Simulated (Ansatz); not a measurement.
# Which site? a vacancy of Al in AlP(100) slab, H on both faces (144 atoms): runs compared

At which site of AlP(100) slab, H on both faces (144 atoms) does a vacancy of Al cost least, and what about the site decides it?

Computed with Ansatz 0.2.0: Kohn-Sham DFT, LDA, PAW (set soft_2), plane waves.

In doubt: warnings of the run leave room for a lower electronic state (in some of the runs), so energies may not be the lowest and differences between runs may mislead.

## Step 1: The cell as built

The cell holds 144 atoms: 54 Al, 54 P and 36 H. Cell: a = 11.589 Å, b = 11.589 Å, c = 26.755 Å, α = 90.0°, β = 90.0°, γ = 90.0°. It derives from AlP (zinc-blende). Zinc-blende AlP (a = 5.463 Å), (100) slab of 12 atomic planes, 3 x 3 surface cells, H on the broken bonds of both faces, 10 Å of vacuum; displaced by a Gaussian of 0.02 Å. Regions: slab, 108 atoms (54 Al and 54 P); hydrogen, 36 atoms (36 H). Vacuum lies along c.

What the set-up can't give: Caps of real hydrogen don't mimic the fractional bonds of a polar compound, so surface states and strained caps may belong to the model. Only the Γ point is sampled, in a cell whose shortest periodic width is 12 Å.

## Step 2: The reference run

The reference is a single point at the end of the relaxation.

Every defect cell starts from the geometry of this run and is relaxed in the fixed cell.

Its input, with most atom lines left out:

```yaml
crystal:
  lattice:
    - [11.58877, 0.0, 0.0]
    - [0.0, 11.58877, 0.0]
    - [0.0, 0.0, 26.7553]
  atoms:
    - { symbol: Al, position: [0.25691, 0.18683, 0.27451] }
    - { symbol: P, position: [0.21027, 0.33329, 0.21935] }
    - { symbol: Al, position: [0.09544, 0.33305, 0.37537] }
    - { symbol: P, position: [0.09373, 0.16749, 0.3246] }
    - { symbol: Al, position: [0.26279, 0.1669, 0.47408] }
    - { symbol: P, position: [0.26286, 0.3328, 0.4236] }
    - { symbol: Al, position: [0.0964, 0.33362, 0.5727] }
    [... atom lines 8 to 144 left out ...]
kpoints:
  mp_grid: { grid: [1, 1, 1] }
hamiltonian:
  xc: lda
scf:
  occupations: { method: gaussian, width: 0.025 }
output:
  forces: true
  populations: true
  dos:
    method: { smearing: { sigma: 0.1 } }
    de: 0.1
    projected:
      site_lists:
        Al: [Al]
        H: [H]
        P: [P]
        hydrogen: [108, 109, 110, 111, 112, 113, 114, 115, 116, 117, 118, 119, 120, 121, 122, 123, 124, 125, 126, 127, 128, 129, 130, 131, 132, 133, 134, 135, 136, 137, 138, 139, 140, 141, 142, 143]
  eigenvalues: true
  write_density: true
  write_potential: true
  volumetric_format: npy
```

| Quantity | Value |
| --- | --- |
| free energy per atom | -468.7490 eV/atom |
| r.m.s. force component | 0.00417 eV/Å |

Filled and empty levels are parted by 0.470 eV at Γ alone; the mesh holds the band edges only if they fold onto it, so the gap at this level can be narrower or closed, and states at the surface or the caps may set it.

## Step 3: The runs

Each row is one run, on 4 threads of Intel Xeon Platinum 8375C at 2.90GHz (Ice Lake), shared host. The free energy is the program's total, comparable only between runs with the same functional, potentials and atoms.

| run | atoms | outcome | ionic steps, all passes | free energy (eV) | time | host memory (GiB) |
| --- | --- | --- | --- | --- | --- | --- |
| Single point at the start | 144 | converged | - | -67488.592 | 49 s | 3.6 |
| Relaxation | 144 | converged | 47 | -67499.850 | 12 min | 3.6 |
| Single point at the relaxed geometry | 144 | converged | - | -67499.850 | 35 s | 3.7 |
| Vacancy of Al, site Al83 | 143 | converged | 12 | -66986.149 | 6.3 min | 3.7 |
| Vacancy of Al, site Al99 | 143 | converged | 11 | -66984.976 | 10 min | 4.2 |
| Vacancy of Al, site Al91 | 143 | converged | 26 | -66984.412 | 14 min | 4.1 |
| Vacancy of Al, site Al97 | 143 | converged | 23 | -66986.024 | 17 min | 4.2 |
| Vacancy of Al, site Al33 | 143 | converged | 25 | -66985.375 | 12 min | 3.7 |
| Vacancy of Al, site Al59 | 143 | converged | 52 | -66986.721 | 24 min | 3.7 |

In some runs the program notes that the exchange-correlation potential is rough where the density is thin. Further notices: minimisation begun.

The surroundings of site Al59, the cheapest one, after relaxation: 14 atoms, nearest first, with positions taken from that point. Atoms keep their numbers of the cell before the removal, where the removed atom was number 59.

| atom | x | y | z | distance (Å) |
| --- | --- | --- | --- | --- |
| H127 | -0.25 | 0.87 | -0.63 | 1.11 |
| P48 | -0.28 | -1.74 | -1.31 | 2.20 |
| H128 | 2.07 | 0.02 | 0.76 | 2.21 |
| H115 | -2.36 | 0.03 | 0.68 | 2.45 |
| P60 | -0.25 | 2.04 | -1.45 | 2.51 |
| Al95 | 3.45 | -0.08 | -0.04 | 3.45 |
| Al23 | -3.61 | -0.05 | -0.30 | 3.62 |
| Al45 | 1.57 | -2.00 | -2.72 | 3.72 |
| Al57 | 1.70 | 1.87 | -2.81 | 3.78 |
| Al71 | -0.49 | 3.89 | -0.01 | 3.92 |
| Al47 | -0.80 | -3.80 | -0.63 | 3.94 |
| Al9 | -2.11 | -1.96 | -2.75 | 3.98 |
| Al21 | -2.18 | 1.89 | -2.82 | 4.04 |
| H123 | 0.61 | -3.87 | 1.06 | 4.05 |

## Step 4: The sites compared

All these cells hold the same atoms, so their energies can be compared with no chemical potential.

| site | neighbours | mean distance (Å) | atoms within 6 Å | energy over the best site (eV) | before relaxation (eV) | gain on relaxing (eV) |
| --- | --- | --- | --- | --- | --- | --- |
| Al59 | PH3 | 2.02 | 41 | 0.00 | 4.18 | 5.34 |
| Al83 | PH2 | 2.07 | 40 | 0.57 | 0.00 | 0.58 |
| Al97 | P4 | 2.34 | 45 | 0.70 | 1.14 | 1.59 |
| Al33 | P4 | 2.35 | 49 | 1.35 | 3.32 | 3.13 |
| Al99 | P4 | 2.34 | 51 | 1.75 | 1.67 | 1.08 |
| Al91 | P4 | 2.35 | 46 | 2.31 | 3.06 | 1.90 |

## Step 5: What came out

The cheapest site is Al59 (4 neighbours, PH3); the dearest, Al91 (4 neighbours, P4), costs 2.3 eV more. By coordination the energies over the best site are 0.57 eV with 3 neighbours and 0.00 to 2.31 eV with 4 neighbours. Sites with the same first shell differ by up to 1.61 eV, from their geometry, farther neighbours or both. At Al59 (largest move 2.4 Å), Al33 (largest move 1.9 Å) and Al91 (largest move 1.5 Å) other atoms changed place, so the end state is more than the plain defect. Relaxation changes the order: the best site before relaxing was Al83.

Caveats: Defects are neutral and interact with their images. Only 6 of the 54 Al sites were tried; unless symmetry makes the others alike to these, a cheaper one may exist. The change leaves an odd electron count, and these runs have no spin polarisation.

The DFT runs together took 1.6 h of wall time.

[Logs are printed without paths, hosts, clocks, repeated set-up lines and the standing remarks that a program may print on its own settings, such as how far it seeks lower states.]

[Hosts, paths, dates, database ids (printed as entryN), source tags and the programs' standing remarks are cut or masked in the printed files.]
